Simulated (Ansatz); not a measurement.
# Fe under changes of volume

One of the cells (9.857 Å³/atom); the others are scaled copies at fixed shape and fractional positions:

```
CELL_PARAMETERS angstrom
2.43416 0.00000 0.00000
-1.21708 2.10804 0.00000
0.00000 0.00000 3.84193
ATOMIC_POSITIONS crystal
Fe 0.66667 0.33333 0.75000
Fe 0.33333 0.66667 0.25000
```

This isn't the form of Fe at room conditions, which is bcc.

```yaml
Program: Ansatz 0.2.0
Functional: r2SCAN
Dispersion: D4
Potentials_or_basis: Ansatz PAW
Cutoff: "500 eV (not typed: the program's choice for these potentials)"
k_mesh: 12 × 12 × 7
Occupations: fermi-dirac, width 0.05 eV
Spin: collinear spin, ferromagnetic start
Starting_moments: "[3.0, 3.0] μB"
```

```csv
volume (Å³/atom),energy over the lowest point (meV/atom),pressure (GPa),moment (μB per cell)
9.266,409.74,80.6,4.95
9.463,316.98,70.3,4.98
9.660,?,?,?
9.857,164.77,54.7,5.16
10.054,101.55,47.8,5.23
10.251,46.76,41.2,5.28
10.448,0.00,34.9,5.32
```

Problem. What does the run at 9.660 Å³/atom give?

Solution. Energy over the lowest point 236.49 meV/atom; pressure 61.7 GPa; moment 5.05 μB per cell.

Worked out: A Birch-Murnaghan fit of order 3 (a polynomial in V^(-2/3)) to the other rows has no minimum within the range. It gives 235.89 meV/atom at 9.660 Å³/atom, against the run's 236.49, and -dE/dV = 62.1 GPa, against 61.7. A parabola through the other rows of the moment, of slope 0.365 μB per Å³/atom there, gives 5.09 μB, against the run's 5.05.

Energies are extrapolated to zero smearing.

Caveats: the magnetic or orbital state may not be the lowest; pairwise dispersion overbinds metals, which lowers pressure and volume; the PAW data sets come from PBE, with cores solved anew for the run's functional, which leaves a small shift of forces and pressure.
